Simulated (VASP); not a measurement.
# AlN in VASP: one cell, several levels of theory

AlN built on the zincblende prototype, under +3.3 % equal strain in all directions is computed at one geometry. Runs: PBE, r2SCAN. The results are then set beside those of Ansatz 0.2.0 for the same cell.

Code: VASP 6.6.1. PAW datasets, plane waves. (Simulation; spin polarisation is off.)

**1. Starting point**

The cell comes from an earlier relaxation with r2SCAN in another program.

Space group F-43m (No. 216), cubic; a = 4.514 Å in the conventional setting, 11.50 Å³ an atom. Near Al stand 4 N at 1.95 Å; near N stand 4 Al at 1.95 Å.

The structure in full:

```
CELL_PARAMETERS angstrom
0.00000 2.25720 2.25720
2.25720 0.00000 2.25720
2.25720 2.25720 0.00000
ATOMIC_POSITIONS crystal
Al 0.00000 0.00000 0.00000
N 0.25000 0.25000 0.25000
```

**2. PBE**

Contents of INCAR:

```
ENCUT = 520.000000
SIGMA = 0.020000
EDIFF = 1.00e-07
GGA = PE
PREC = Accurate
IBRION = -1
ISIF = 2
ISMEAR = -1
NBANDS = 11
NELM = 120
NSW = 0
LASPH = .TRUE.
LCHARG = .TRUE.
LELF = .TRUE.
LWAVE = .FALSE.
LREAL = .FALSE.
```

Contents of KPOINTS:

```
KPOINTS created by Atomic Simulation Environment
0
Gamma
10 10 10
0 0 0
```

Contents of KPOINTS_OPT:

```
special points
6
Reciprocal
0.0000000000 0.0000000000 0.0000000000 1
-0.5000000000 -0.5000000000 0.0000000000 1
-0.3750000000 -0.3750000000 0.2500000000 1
-0.3750000000 0.0000000000 0.3750000000 1
0.0000000000 0.0000000000 0.5000000000 1
-0.5000000000 -0.2500000000 0.2500000000 1
```

Contents of POSCAR:

```
Al N
 1.0000000000000000
     0.0000000000000000    2.2571958303000002    2.2571958303000002
     2.2571958303000002    0.0000000000000000    2.2571958303000002
     2.2571958303000002    2.2571958303000002    0.0000000000000000
 Al  N
   1   1
Cartesian
  0.0000000000000000  0.0000000000000000  0.0000000000000000
  1.1285979151500001  1.1285979151500001  1.1285979151500001
```

The run uses the recommended PBE PAW datasets (8 valence electrons a neutral cell).

The run is started by

```bash
> mpirun -np 1 vasp_std
```

Standard output, without the iteration lines:

```text
POSCAR found type information on POSCAR AlN
 POSCAR found :  2 types and       2 ions
 LDA part: xc-table for (Slater+PW92), standard interpolation
 POSCAR, INCAR and KPOINTS ok, starting setup
 FFT: planning ... GRIDC
 FFT: planning ... GRID_SOFT
 FFT: planning ... GRID
 WAVECAR not read
 entering main loop
 Start KPOINTS_OPT (optional k-point list driver)
k-point batch [1-6\6]
```

OSZICAR:

```text
N       E                     dE             d eps       ncg     rms          rms(c)
DAV:   1     0.101502162124E+02    0.10150E+02   -0.38530E+03  1066   0.599E+02
DAV:   2    -0.161075341260E+02   -0.26258E+02   -0.25176E+02  1296   0.130E+02
DAV:   3    -0.169835867558E+02   -0.87605E+00   -0.87481E+00  1264   0.229E+01
DAV:   4    -0.169884321410E+02   -0.48454E-02   -0.48449E-02  1160   0.187E+00
DAV:   5    -0.169884960947E+02   -0.63954E-04   -0.63953E-04  1250   0.208E-01    0.820E+00
DAV:   6    -0.147841234332E+02    0.22044E+01   -0.12281E+01  1209   0.169E+01    0.275E+00
DAV:   7    -0.147840015957E+02    0.12184E-03   -0.14286E-01  1127   0.312E+00    0.195E+00
DAV:   8    -0.147788037276E+02    0.51979E-02   -0.35456E-02  1115   0.175E+00    0.634E-01
DAV:   9    -0.147769022496E+02    0.19015E-02   -0.54202E-03  1232   0.435E-01    0.244E-01
DAV:  10    -0.147769483305E+02   -0.46081E-04   -0.62393E-04  1124   0.158E-01    0.224E-02
DAV:  11    -0.147769545032E+02   -0.61727E-05   -0.11000E-05  1238   0.247E-02    0.197E-02
DAV:  12    -0.147769540525E+02    0.45074E-06   -0.17694E-06  1157   0.930E-03    0.382E-03
DAV:  13    -0.147769539699E+02    0.82558E-07   -0.20246E-07   759   0.250E-03
   1 F= -.14776954E+02 E0= -.14776954E+02  d E =-.341830E-11
       N       E                     dE             ncg
DAV:   1     0.354558702822E+03   -0.17086E+04      140
DAV:   2     0.221709284044E+03   -0.13285E+03      155
DAV:   3     0.217332013372E+03   -0.43773E+01      168
DAV:   4     0.217305511859E+03   -0.26502E-01      159
DAV:   5     0.217305130601E+03   -0.38126E-03      162
DAV:   6     0.217305123319E+03   -0.72825E-05      156
DAV:   7     0.217305123165E+03   -0.15384E-06      159
DAV:   8     0.217305123163E+03   -0.25198E-08      124
```

The lines after F= are the extra pass for the points of KPOINTS_OPT, at fixed density; their E is not a total energy.

Parts of OUTCAR:

```text
k-points           NKPTS =     47   k-points in BZ     NKDIM =     47   number of bands    NBANDS=     11

   NELECT =       8.0000    total number of electrons

   dimension x,y,z NGX =    24 NGY =   24 NGZ =   24
   dimension x,y,z NGXF=    48 NGYF=   48 NGZF=   48

  energy-cutoff  :      520.00
  volume of cell :       23.00
      direct lattice vectors                 reciprocal lattice vectors
     0.000000000  2.257195830  2.257195830    -0.221513789  0.221513789  0.221513789
     2.257195830  0.000000000  2.257195830     0.221513789 -0.221513789  0.221513789
     2.257195830  2.257195830  0.000000000     0.221513789  0.221513789 -0.221513789

 k-points in reciprocal lattice and weights: KPOINTS created by Atomic Simulation Env
   0.00000000  0.00000000  0.00000000       0.001
   0.10000000  0.00000000  0.00000000       0.008
   0.20000000  0.00000000  0.00000000       0.008
   0.30000000  0.00000000  0.00000000       0.008
   0.40000000  0.00000000  0.00000000       0.008
   0.50000000  0.00000000  0.00000000       0.004
   0.10000000  0.10000000  0.00000000       0.006
   0.20000000  0.10000000  0.00000000       0.024
[... 39 more k-points ...]

 E-fermi :   5.5034

 k-point     1 :       0.0000    0.0000    0.0000
  band No.  band energies     occupation
      1      -9.3564      2.00000
      2       5.0734      2.00000
      3       5.0734      2.00000
      4       5.0734      2.00000
      5       8.4220      0.00000
      6      16.6850      0.00000
      7      16.6850      0.00000
      8      16.6850      0.00000
      9      21.9845      0.00000
     10      21.9845      0.00000
     11      23.2065      0.00000

 k-point     2 :       0.1000    0.0000    0.0000
  band No.  band energies     occupation
      1      -9.2267      2.00000
      2       4.2589      2.00000
      3       5.0230      2.00000
      4       5.0230      2.00000
      5       9.1121      0.00000
      6      16.3010      0.00000
      7      16.8071      0.00000
      8      16.8071      0.00000
      9      20.8049      0.00000
     10      20.8049      0.00000
     11      22.4634      0.00000

 k-point     3 :       0.2000    0.0000    0.0000
  band No.  band energies     occupation
      1      -8.8593      2.00000
      2       2.7365      2.00000
      3       4.8975      2.00000
      4       4.8975      2.00000
      5      10.2348      0.00000
      6      15.5336      0.00000
      7      16.8074      0.00000
      8      16.8074      0.00000
      9      20.2462      0.00000
     10      20.2462      0.00000
     11      21.5718      0.00000

 k-point     4 :       0.3000    0.0000    0.0000
  band No.  band energies     occupation
      1      -8.3325      2.00000
      2       1.2233      2.00000
      3       4.7538      2.00000
      4       4.7538      2.00000
      5      11.0628      0.00000
      6      14.8562      0.00000
      7      16.3067      0.00000
      8      16.3067      0.00000
      9      21.1105      0.00000
     10      21.1105      0.00000
     11      21.2714      0.00000

 k-point     5 :       0.4000    0.0000    0.0000
  band No.  band energies     occupation
      1      -7.8168      2.00000
      2       0.0693      2.00000
      3       4.6456      2.00000
      4       4.6456      2.00000
      5      11.4658      0.00000
      6      14.4240      0.00000
      7      15.7983      0.00000
      8      15.7983      0.00000
      9      21.5543      0.00000
     10      22.7345      0.00000
     11      22.7345      0.00000

 k-point     6 :       0.5000    0.0000    0.0000
  band No.  band energies     occupation
      1      -7.5879      2.00000
      2      -0.3795      2.00000
      3       4.6060      2.00000
      4       4.6060      2.00000
      5      11.5723      0.00000
      6      14.2730      0.00000
      7      15.6062      0.00000
      8      15.6062      0.00000
      9      21.8136      0.00000
     10      23.8736      0.00000
     11      23.8736      0.00000

 k-point     7 :       0.1000    0.1000    0.0000
  band No.  band energies     occupation
      1      -9.1836      2.00000
      2       4.2557      2.00000
      3       4.8804      2.00000
      4       4.8804      2.00000
      5       9.3211      0.00000
      6      16.0639      0.00000
      7      16.9431      0.00000
      8      16.9431      0.00000
      9      19.1542      0.00000
     10      22.2670      0.00000
     11      23.7894      0.00000

 k-point     8 :       0.2000    0.1000    0.0000
  band No.  band energies     occupation
      1      -8.8956      2.00000
      2       3.1301      2.00000
      3       4.6865      2.00000
      4       4.7738      2.00000
      5      10.2186      0.00000
      6      15.4665      0.00000
      7      16.7147      0.00000
      8      17.1325      0.00000
      9      18.4245      0.00000
     10      21.8446      0.00000
     11      23.1685      0.00000

 k-point     9 :       0.3000    0.1000    0.0000
  band No.  band energies     occupation
      1      -8.4198      2.00000
      2       1.7144      2.00000
      3       4.5209      2.00000
      4       4.5978      2.00000
      5      11.0823      0.00000
      6      14.7690      0.00000
      7      16.0151      0.00000
      8      16.8941      0.00000
      9      19.2775      0.00000
     10      22.2126      0.00000
     11      22.6024      0.00000

 k-point    10 :       0.4000    0.1000    0.0000
  band No.  band energies     occupation
      1      -7.8901      2.00000
      2       0.4892      2.00000
      3       4.3656      2.00000
      4       4.4404      2.00000
      5      11.6472      0.00000
      6      13.9651      0.00000
      7      15.9576      0.00000
      8      16.3757      0.00000
      9      20.5297      0.00000
     10      22.7617      0.00000
     11      23.4373      0.00000

 k-point    11 :       0.5000    0.1000    0.0000
  band No.  band energies     occupation
      1      -7.5474      2.00000
      2      -0.1879      2.00000
      3       4.1669      2.00000
      4       4.4677      2.00000
      5      11.9858      0.00000
      6      13.4349      0.00000
      7      15.9931      0.00000
      8      16.0740      0.00000
      9      21.7991      0.00000
     10      23.3060      0.00000
     11      23.9565      0.00000

[... the tables of k-points 12 to 47 left out ...]

  Total       -1.8241465     -1.8241465     -1.8241465      0.0000000      0.0000000      0.0000000
  in kB     -127.0669444   -127.0669444   -127.0669444      0.0000000      0.0000000      0.0000000
  external PRESSURE =    -127.0669444 kB  Pullay stress =       0.0000000 kB

 POSITION                                       TOTAL-FORCE (eV/Angst)
 -----------------------------------------------------------------------------------
      0.00000      0.00000      0.00000         0.000000     -0.000000     -0.000000
      1.12860      1.12860      1.12860        -0.000000      0.000000      0.000000
 -----------------------------------------------------------------------------------
    total drift:                               -0.000000     -0.000000     -0.000000

  FREE ENERGIE OF THE ION-ELECTRON SYSTEM (eV)
  ---------------------------------------------------
  free  energy   TOTEN  =       -14.7769539699 eV

  energy  without entropy=      -14.7769539699  energy(sigma->0) =      -14.77695397
```

Hardware: 1 MPI rank of Intel Xeon 6975P-C, shared host.

The levels at the points of KPOINTS_OPT are read from vasprun.xml.

Near the gap, in eV above the top of the last filled band v; c is the band after it:

```csv
point,v−1,v,c,c+1
Γ,0.00,0.00,3.35,11.61
X,-1.67,-1.67,3.26,8.01
U,-3.33,-1.29,4.97,9.34
K,-3.33,-1.29,4.97,9.34
L,-0.47,-0.47,6.50,9.20
W,-3.11,-2.48,5.82,10.81
```

The PBE gap is 3.26 eV and indirect (Γ to X), with 3.35 eV as the least direct one. The pressure is -12.71 GPa; the forces vanish within 0.01 eV/Å.

Axes a, b and c in the maps are those of this run's conventional cell (a, b, c = 4.514, 4.514, 4.514 Å).

Density in a lattice plane of the grid's cell (edges 4.51 and 4.51 Å, at 0.000 of the third edge), which holds Al.

Values in e/Å³, 12 rows by 12 columns:
```
0.06 0.13 0.20 0.18 0.12 0.07 0.05 0.07 0.12 0.18 0.20 0.13
0.15 0.20 0.26 0.24 0.18 0.12 0.09 0.12 0.18 0.24 0.26 0.20
0.15 0.18 0.24 0.28 0.24 0.18 0.15 0.18 0.24 0.28 0.24 0.18
0.09 0.12 0.18 0.24 0.26 0.20 0.15 0.20 0.26 0.24 0.18 0.12
0.05 0.07 0.12 0.18 0.20 0.13 0.07 0.13 0.20 0.18 0.12 0.07
0.04 0.05 0.09 0.15 0.15 0.06 0.00 0.07 0.15 0.15 0.09 0.05
0.05 0.07 0.12 0.18 0.20 0.13 0.06 0.13 0.20 0.18 0.12 0.07
0.09 0.12 0.18 0.24 0.26 0.20 0.15 0.20 0.26 0.24 0.18 0.12
0.15 0.18 0.24 0.28 0.24 0.18 0.15 0.18 0.24 0.28 0.24 0.18
0.15 0.20 0.26 0.24 0.18 0.12 0.09 0.12 0.18 0.24 0.26 0.20
0.07 0.13 0.20 0.18 0.12 0.07 0.05 0.07 0.12 0.18 0.20 0.13
0.00 0.07 0.15 0.15 0.09 0.05 0.04 0.05 0.09 0.15 0.15 0.06
```
Columns run along the first of these edges and rows up along the second, over one cell in 12 and 12 even steps from the bottom left corner. Atoms in the plane (fractional): Al at (0.00, 0.00), Al at (0.50, 0.50).

ELF in the same plane.

Ten even steps from '0' (0.00) to '9' (0.63):
```
000233321100000112333200
013566643210001234666531
125899875321112357899852
235899987532123578999863
235789998753235789998753
123578999863236899987532
112357899852125899875321
001234666531013566643210
000112333200001233321100
000011221000000012211000
000112333200000233321100
001234666531013566643210
112357899852125899875321
123578999863235899987532
235789998753235789998753
236899987532123578999863
125899875321112357899852
013566643210001234666531
001233321100000112333200
000012211000000011221000
```
Columns run along the first of these edges and rows up along the second, over one cell in 24 and 20 even steps from the bottom left corner. Atoms in the plane (fractional): Al at (0.00, 0.00), Al at (0.50, 0.50).

Both are smooth fields of the valence electrons: close to the nuclei they are not physical.

The highest ELF values outside the cores: 0.88 on the N–Al line, 0.8 Å from N.

(Part 1 of 2 ends here.)
